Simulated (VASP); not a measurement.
A run of VASP 6.6.1 is set up as follows.

Contents of INCAR:

```
SYSTEM = AgCl
ALGO = Normal
EDIFF = 1E-6
EDIFFG = -0.01
ENCUT = 600
GGA = PE
IBRION = 2
ISIF = 3
ISMEAR = 0
IVDW = 12
LASPH = .True.
LCHARG = .False.
LREAL = .False.
LWAVE = .False.
NELM = 80
NSW = 90
PREC = Accurate
SIGMA = 0.03
```

File KPOINTS:

```
k-points
0
Gamma
  8 8 8
  0 0 0
```

The input POSCAR:

```
AgCl
1.0
    0.0000000000      2.7350000000      2.7350000000
    2.7350000000      0.0000000000      2.7350000000
    2.7350000000      2.7350000000      0.0000000000
Ag Cl
1 1
Direct
    0.0000000000      0.0000000000      0.0000000000
    0.5000000000      0.5000000000      0.5000000000
```

Potentials or basis: VASP PAW PBE potentials, release 64 (Ag, Cl).

The run is started by

```console
$ cat potpaw_PBE.64/Ag/POTCAR potpaw_PBE.64/Cl/POTCAR > POTCAR
$ mpirun -np 1 vasp_std > vasp.out
```

Predict the relaxed volume.

20.86 Å³/atom.

Estimate the space group after relaxing (to 0.05 Å).

Fm-3m (No. 225).

Step by step:
```
step  energy change (eV)  largest force (eV/Å)  pressure (GPa)  volume (Å³)
   1              0.0000                0.0000            1.06        40.92
   2             -0.0027                0.0000            0.01        41.73
```

Zero-point motion and thermal expansion aren't in these numbers.
